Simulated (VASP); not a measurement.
# Shielding tensors and field gradients of NaF (Villiaumite)

What are the shielding tensors of NaF (Villiaumite)? The cell is of the rock-salt type, one of the forms listed for this formula, which need not be the common one. The start is a cell from a database of measured crystal structures.

Calculated with VASP 6.6.1; PBE; plane waves and PAW (Na_pv, F), in the first sound run; inputs show where later runs differ.

Most raw output is cut from this account.

### 1. Starting point

The structure is cubic, space group Fm-3m (No. 225). The conventional cell has a = 4.640 Å, b = 4.640 Å, c = 4.640 Å, α = 90.00°, β = 90.00°, γ = 90.00°. Na has 6 F at 2.32 Å nearest. Nearest to F lie 6 Na at 2.32 Å. Farther neighbours and most contacts between anions are not listed.

### 2. Ground state

The next steps need an insulator, so the gap is checked first.

The input, INCAR:

```
SYSTEM = NaF
PREC = Accurate
ENCUT = 520
EDIFF = 1E-07
NELM = 100
ISMEAR = 0
SIGMA = 0.01
LREAL = .FALSE.
ALGO = Normal
GGA = PE
NBANDS = 13
LORBIT = 11
LWAVE = .FALSE.
LCHARG = .FALSE.
KPAR = 2
```

The input, POSCAR:

```
NaF
1.0
    0.0000000000      2.3200000000      2.3200000000
    2.3200000000      0.0000000000      2.3200000000
    2.3200000000      2.3200000000      0.0000000000
Na F
1 1
Direct
    0.0000000000      0.0000000000      0.0000000000
    0.5000000000      0.5000000000      0.5000000000
```

The input, KPOINTS:

```
Automatic mesh
0
Gamma
7 7 7
0 0 0
```

PAW data sets: Na_pv and F (PBE family, release 64).

Run with:

```
mpirun -np 2 vasp_std
```

Elapsed: 3.2 s, on 2 MPI ranks of Intel Xeon 6975P-C (Granite Rapids), shared host; peak memory 0.24 GiB.

The gap is read on the k-mesh alone, so it is an upper bound where the band edges lie off the mesh.

Numbers from this step:

| Property | Result |
| --- | --- |
| free energy (TOTEN) | -8.563 eV |
| Fermi energy | -2.044 eV |
| pressure | 1.808 GPa |
| gap on the k-mesh | 6.279 eV |
| least direct gap on the k-mesh | 6.279 eV |

The cell has a gap of 6.28 eV on this mesh.

### 3. Shielding tensors

This step: chemical shifts by linear response (GIPAW), PBE; plane waves and PAW (Na_pv, F) (VASP 6.6.1).

LCHIMAG computes the induced currents by linear response. It needs tightly converged orbitals and a cutoff well above the default; LEFG adds the field gradients at no cost.

The input, INCAR:

```
SYSTEM = NaF
PREC = Accurate
ENCUT = 560
EDIFF = 1E-09
NELM = 100
ISMEAR = 0
SIGMA = 0.01
LREAL = .FALSE.
ALGO = Normal
GGA = PE
NBANDS = 13
LWAVE = .FALSE.
LCHARG = .FALSE.
KPAR = 2
LCHIMAG = .TRUE.
LEFG = .TRUE.
DQ = 0.001
ICHIBARE = 1
LNMR_SYM_RED = .TRUE.
```

POSCAR is that of step 2.

The input, KPOINTS:

```
Automatic mesh
0
Gamma
8 8 8
0 0 0
```

Run with:

```
mpirun -np 2 vasp_std
```

The job ended after 2.6 min (2 MPI ranks; peak memory 0.36 GiB).

This step gave:

```yaml
fermi_energy: -2.054 eV
pressure: 1.832 GPa
```

Valence and core; the G = 0 term is that of a spherical sample. NMR shielding, by row:

```
atom  isotropic shielding (ppm)  span (ppm)  skew  isotropic shielding without the G = 0 term (ppm)
 Na1                      544.2           0     -                                             537.8
  F2                      391.6           0     -                                             385.3
```

Ordered as |Vzz| ≥ |Vxx| ≥ |Vyy|, the program's way. Electric field gradients, by row:

```
atom  Vxx (V/Å²)  Vyy (V/Å²)  Vzz (V/Å²)  asymmetry
 Na1       0.002       0.002      -0.004          -
  F2      -0.002      -0.002       0.003          -
```

### 4. Another functional

This step: chemical shifts by linear response (GIPAW), LDA; plane waves and PAW (Na_pv, F) (VASP 6.6.1).

The functional is changed, to see how much the shieldings depend on it.

INCAR, as its differences from that of step 3:

```diff
@@ -9,3 +9,3 @@
 ALGO = Normal
-GGA = PE
+GGA = CA
 NBANDS = 13
```

POSCAR is that of step 3.

KPOINTS is that of step 3.

Run with:

```
mpirun -np 2 vasp_std
```

It took 2.7 min on 2 MPI ranks; peak memory 0.34 GiB.

The PAW data sets were made with PBE, though LDA sets exist; this is a small mismatch.

This step gave:

```
free energy (TOTEN)            : -9.355 eV
Fermi energy                   : -2.365 eV
pressure                       : -4.427 GPa
gap on the k-mesh              : 5.939 eV
least direct gap on the k-mesh : 5.939 eV
```

Valence and core; the G = 0 term is that of a spherical sample. NMR shielding, by row:

```
atom  isotropic shielding (ppm)  span (ppm)  skew  isotropic shielding without the G = 0 term (ppm)
 Na1                      535.8           0     -                                             529.3
  F2                        380           0     -                                             373.5
```

Ordered as |Vzz| ≥ |Vxx| ≥ |Vyy|, the program's way. Electric field gradients, by row:

```
atom  Vxx (V/Å²)  Vyy (V/Å²)  Vzz (V/Å²)  asymmetry
 Na1       0.002       0.002      -0.004          -
  F2      -0.002      -0.002       0.003          -
```

Against the first shielding run the largest change is -11.7 ppm, on F2.

### 5. Summary

This step: chemical shifts by linear response (GIPAW), PBE, LDA; plane waves and PAW (VASP 6.6.1).

Derived from the runs above.

Isotropic shieldings. Cost is wall time times ranks on a shared host. Shieldings by setting:

```
                run  ENCUT (eV)  k mesh  Na1, Wyckoff letter a (ppm)  F2, Wyckoff letter b (ppm)  cost (core minutes)
first shielding run         560   8x8x8                        544.2                       391.6                 5.23
 another functional         560   8x8x8                        535.8                         380                 5.44
```

### 6. What came out

```yaml
na_isotropic_shielding: 544.2 ppm
f_isotropic_shielding: 391.6 ppm
```

In words: At PBE, in the first shielding run, the isotropic shieldings are Na 544.2 ppm; F 391.6 ppm. In the first shielding run all tensors are isotropic to 0.5 ppm, as the cubic site symmetry asks. In the undistorted cell the field gradients vanish by symmetry; what its table shows is numerical noise. Against the first shielding run, the one with another functional moves the shieldings by at most 12 ppm. Shifts were not obtained, since a shift is the shielding of a reference compound, computed alike, less these values. The G = 0 term is the part set by the sample's shape, taken here for a sphere. No finer mesh was run, so convergence in it isn't shown. VASP's guide advises LASPH and NLSPLINE for shieldings, which this input doesn't set; the effect wasn't tested. Where the functional isn't the one that the data sets were made with, the shieldings hold that mismatch too. The cell is of the rock-salt type, one of the forms listed for this formula, which need not be the common one.

[Lines on the potential files, build, host, timing and source positions are cut from VASP's logs without a mark.]

[Logs are printed without paths, hosts, clocks, repeated set-up lines and the standing remarks that a program may print on its own settings, such as how far it seeks lower states.]

[Hosts, paths, dates, database ids (printed as entryN), source tags and the programs' standing remarks are cut or masked in the printed files.]
